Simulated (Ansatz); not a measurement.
Crystal: TaN.

```
Ta N
1.0
     2.73231    0.00000    0.00000
     0.00000    2.73231    0.00000
     0.00000    0.00000    2.73231
Ta N
1 1
Direct
  0.00000 0.00000 0.00000
  0.50000 0.50000 0.50000
```

The cell comes from a database or a generator and needn't be the stable form of this composition.

Below is the output of Ansatz 0.2.0 for this cell. Logs are shortened: lines on timing, memory, paths and dates and some standing lists are left out, and cuts for length are marked.

```text
GPUs: using 1 of 1 available (devices: 1).
Engine: ansatz 0.2.0, x86_64-unknown-linux-gnu
Pseudopotentials: kind: paw
Pseudopotential: Ta, paw, valence charge 13, recommended cutoff 420 eV (normal), Ta.paw.azcp
Pseudopotential: N, paw, valence charge 5, recommended cutoff 420 eV (normal), N.paw.azcp
Functional definition: unnamed
  parameter a_1 = 0.25
  exchange = (1 - a_1)*pbe_x(mu = 0.12345679012345678) + a_1*exact_x
  correlation = pbe_c(beta = 0.046)
device memory: the entry about to start is reckoned to put 0.4 GiB on a device that reports 58.7 GiB free (of which the cap on the GPU budget leaves the run 18.0 GiB)
GPU FFT provider: cuFFT
GPU libraries: cuBLAS 13.8.2, cuFFT 12.4.0, cuSOLVER 12.3.4
Crystal: 2 atoms, lattice volume = 20.398 Å³
Basis set: ecut = 420 eV, 389 PW (Γ), exchange–correlation on 40×40×40 points (8 copies of the dense FFT grid, shifted against one another)
Bands: 13, of which v1, the nominal top of the filled ones, is band 9 counted from 1 (8 counted from 0)
Symmetry: 48 space group operations
Space group: Pm-3m (ITA 221), of the structure as read, at distance tolerance 2.7e-5 Å
k-points: 10 of 125
Non-local potential: Ta, projectors of the file, l = 0: 3, l = 1: 2, l = 2: 2, l = 3: 1
Non-local potential: N, projectors of the file, l = 0: 2, l = 1: 2, l = 2: 1
PAW form: soft (Blöchl's): semilocal exchange-correlation on the pseudo side does not see the compensation charge
PAW frozen core: Ta, regenerated for the run's functional, and the local potential with it (the file was generated under x = pbe(κ = 0.804, μ = 0.2195149727645171), c = pbe(β = 0.06672455060314922))
PAW frozen core: N, regenerated for the run's functional, and the local potential with it (the file was generated under x = pbe(κ = 0.804, μ = 0.2195149727645171), c = pbe(β = 0.06672455060314922))
PAW one-centre angular grid: Ta, 590 points (default); XC on 64 Gauss nodes
PAW one-centre angular grid: N, 110 points (default); XC on 64 Gauss nodes
Initial density: superposition of atomic densities (neutral atoms: chi_scale 0, normalization atom), corrected by the library's trained network
Initial wavefunctions: pseudopotential atomic-orbital guess
GPU buffer pool allocated for 8000 grid points (all kernels)
GPU transforms: local potential and band sums: pruned to the plane-wave sphere, on 18×18×18
Functional: x = pbesol(κ = 0.804, μ = 0.12345679012345678), c = pbesol(β = 0.046), warm-up for x = 0.75 pbesol(κ = 0.804, μ = 0.12345679012345678) + 0.25 exact, c = pbesol(β = 0.046)
SCF iter   1: F=—  HF=-10186.006405 eV  |F-HF|=—  |Δ(HF+E_count)|=         —  Δρ=1.52e-2  dr2=2.84e-2  ethr=1.77e-3  ⟨swp⟩=4.4  Hψ=497  notcnv=0
preconditioner: auto → none  [insulator: Δε(μ)=0.945 eV  Ē_g=10.661 eV  σ=0.050 eV  W_gap=0.72  n_scr=6 (ndim 8)  ℏωp=26.0 eV  f_vac=0.000  D(μ)=1.75/eV (n_scr^D=18)]
iter 2 solved again at ethr=1.30e-5 eV; its pass at ethr=1.58e-4 eV (dr2=2.34e-3 eV) is discarded
[... 331 lines left out ...]
E sigma→0 (E₀):  -10220.707516 eV
Entropy (-TS):   -0.008880 eV (-4.440 meV/atom)
Fermi energy:    21.177979 eV
--- Per-component energies (eV) ---
  E_band       = -59.464327
  E_kinetic    = 500.306029
  E_local      = -507.403057  (includes V_loc(G=0)·N_el)
  E_nonlocal   = 65.073001
  E_hartree    = 170.355724
  E_xc         = -215.454143
  E_vxc        = -218.481995  (∫ρ·V_xc dr)
  E_exx        = -57.308627  (= α·E_x^exact, valence–valence)
  E_paw        = -8435.327613  (= ΣΔE_a)
  E_vpaw       = -125.052749  (= ΣTr[D̂ρ^β])
  E_aug_tail   = 0.000252  (compensation charges beyond the density's cutoff)
  E_ewald      = -1737.740128
  E_core_change = -3.204512  (= ΣΔE_core)
  E_smearing   = -0.008880  (= −TS)
  E_closure    = -0.000000  (closes the sum)
  Σ components = -10220.711956   (vs F -10220.711956, Δ=0.00e0)
--- Forces (eV/Å), atoms counted from 1 ---
  atom   1  Ta    -0.00000000    -0.00000000     0.00000000
  atom   2  N     -0.00000000    -0.00000000    -0.00000000
  max |Σ_I F_I| component: 8.70e-26 eV/Å
--- Stress (GPa, compression-positive) ---
       -0.001452      -0.000000       0.000000
       -0.000000      -0.001452      -0.000000
        0.000000      -0.000000      -0.001452
  P = ⅓ Tr σ = -0.0015 GPa (-0.015 kbar)
--- Band table (eV; the first three rows and the last of 10) ---
  k-point 0: bands = ["-50.7077", "-15.2527", "-15.2527", "-15.2527", "1.2345", "16.3863", "16.3863", "18.7385", "18.7385", "18.7385", "26.4303", "27.9232", "27.9232"]
  k-point 1: bands = ["-50.6678", "-15.8629", "-15.1955", "-15.1955", "2.1287", "14.4864", "16.7963", "17.9311", "17.9311", "20.6138", "28.1738", "28.3896", "28.3896"]
  k-point 2: bands = ["-50.6023", "-16.7530", "-15.1033", "-15.1033", "3.9348", "11.1334", "16.7430", "16.7430", "17.5165", "26.3838", "28.6072", "29.3125", "29.3125"]
  k-point 9: bands = ["-50.4004", "-16.2867", "-16.2506", "-16.2506", "5.0588", "12.1049", "12.1049", "13.4888", "26.8422", "27.1899", "27.1899", "30.2451", "30.2451"]
--- Relaxed structure (5 steps of the walk, 5 accepted, 2 SCFs on fresh bases) ---
  F+E_penalty+E_count = -10220.71195634 eV   max|allowed force component| = 4.268e-26 eV/Å   (the final SCF, on the basis selected at the relaxed cell)
  cell:  # Å, volume = 19.9578 Å³
    - [2.71250750311256, 7.733812432929992e-34, -5.7727743905981986e-34]
    - [9.01776572918815e-34, 2.71250750311256, 1.925929944387236e-34]
    - [-4.488821094340042e-34, 1.925929944387236e-34, 2.71250750311256]
  atoms:
    - { symbol: Ta, position: [-2.3372645172258347e-48, -1.4684854365025858e-36, 8.810912619010588e-36] }
    - { symbol: N, position: [0.49999999999999994, 0.49999999999999994, 0.49999999999999994] }
```

Task: What input gives this log?

Result: Relaxation of cell and atoms with PBEsol0, no spin polarisation. The files as run (others can give the same):

input
```
crystal:
  lattice:
    - [2.73230769, 0.0, 0.0]
    - [0.0, 2.73230769, 0.0]
    - [0.0, 0.0, 2.73230769]
  atoms:
    - { symbol: Ta, position: [0.0, 0.0, 0.0] }
    - { symbol: "N", position: [0.5, 0.5, 0.5] }
hamiltonian:
  xc: { exchange: pbesol, correlation: pbesol, exx: { coeff: 0.25 } }
  pseudopotentials: { kind: paw }
kpoints:
  mp_grid: { grid: [5, 5, 5] }
scf:
  occupations: { method: fermi_dirac, width: 0.05 }
output:
  forces: true
  stress: true
  eigenvalues: true
relax:
  f_tol: 0.01
  max_steps: 40
  cell: { stress_tol: 0.05 }
```

Caveat: the k mesh is coarse (spacing up to 0.46 Å⁻¹), so the values aren't converged, least of all with exact exchange; the plane-wave basis is chosen anew once the cell has moved, so the energies of steps on either side of that aren't comparable; the pressure holds a Pulay correction of +0.4 GPa for the finite cutoff; the PAW data sets come from PBE, with cores solved anew for the run's functional, which leaves a small shift of forces and pressure.
